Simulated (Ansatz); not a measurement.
Si: band gap by level of theory

```
Si
1.0
     0.00000    2.72185    2.72185
     2.72185    0.00000    2.72185
     2.72185    2.72185    0.00000
Si
2
Direct
  0.50000 0.50000 0.50000
  0.75000 0.75000 0.75000
```

| rung | level | program and potentials | cutoff (eV) | k mesh | task | core time | chip | band gap (eV) | notes |
| --- | --- | --- | --- | --- | --- | --- | --- | --- | --- |
| GGA | PBE | Ansatz, Ansatz PAW | 420 | 12 × 12 × 12 | single point | 0.57 s | AMD EPYC 9B45 Zen 5 | 0.58 | mesh may miss the edge |
| GGA | PBE | Ansatz, Ansatz PAW | 420 | 4 × 4 × 4 | single point | 0.7 s | Intel Xeon | 0.71 | coarse mesh; mesh may miss the edge |
| GGA | revPBE | Ansatz, Ansatz PAW | 420 | 8 × 8 × 8 | band structure | 0.79 s | AMD EPYC 9B45 Zen 5 | 0.63 | potentials made for PBE, which Ansatz adapts in part; from the band path |
| GGA | PBE | Ansatz, Ansatz PAW | 420 | 8 × 8 × 8 | band structure | 0.97 s | AMD EPYC 9B45 Zen 5 | 0.58 | from the band path |
| LDA | LDA | Ansatz, Ansatz PAW | 420 | 8 × 8 × 8 | band structure | 1.4 s | Intel Xeon Platinum 8488C Sapphire Rapids | 0.48 | potentials made for PBE, which Ansatz adapts in part; from the band path |
| GGA | BLYP | Ansatz, Ansatz PAW | 420 | 8 × 8 × 8 | band structure | 2.3 s | Intel Xeon | 0.81 | potentials made for PBE, which Ansatz adapts in part; from the band path |
| GGA | rPW86-PBE | Ansatz, Ansatz PAW | 420 | 8 × 8 × 8 | band structure | 2.4 s | Arm Neoverse V1 | 0.73 | potentials made for PBE, which Ansatz adapts in part; from the band path |
| GGA | PBEsol | Ansatz, Ansatz PAW | 420 | 6 × 6 × 6 | elastic constants | 10 s | Intel Xeon | 0.60 | potentials made for PBE, which Ansatz adapts in part; mesh may miss the edge; far from this level's other runs, cause not traced |
| G0W0 | G0W0 on PBE | Ansatz, Ansatz PAW | 420 | 6 × 6 × 6 | G0W0 quasiparticle levels | 24 s | AMD EPYC 7R13 Zen 3 | 1.23 | bands, basis or mesh of the many-body step not converged; response cutoff 220 eV, bands 298 |
| hybrid | PBEsol0 | Ansatz, Ansatz PAW | 420 | 5 × 5 × 5 | band structure | 2.7 min | Intel Xeon Platinum 8259CL Skylake/Cascade Lake | 1.74 | potentials made for PBE, which Ansatz adapts in part |
| hybrid | r2SCAN50 | Ansatz, Ansatz PAW | 500 | 5 × 5 × 5 | band structure | 3.6 min | Arm Neoverse V1 | 3.09 | potentials made for PBE, which Ansatz adapts in part |
| hybrid | PBE-EpsX | Ansatz, Ansatz PAW | 420 | 5 × 5 × 5 | band structure | 5.9 min | AMD EPYC Zen 3 | 0.96 | potentials made for PBE, which Ansatz adapts in part; exact-exchange share 1/ε∞ |

Times are single runs on shared hosts and different chips, so they are rough; meshes, cutoffs and the tasks' sizes weigh on the time. All rows: no spin polarisation. Gaps are the least found on the k mesh or the band path, and a mesh can miss the band edges. The cell comes from a database and isn't always the measured one. Meshes differ between rows, which moves values too. All levels ran on this one cell, unrelaxed unless noted. Meshes are those of the run's cell of 2 atoms unless a note names another. Runs on faulty files, with rough fits or with known faults for this quantity aren't shown. No row holds spin-orbit coupling.

By rung: LDA 0.48; GGA 0.58 to 0.81; hybrid 0.96 to 3.09; GGA on coarse meshes 0.71; G0W0 on coarse settings 1.23 (eV).
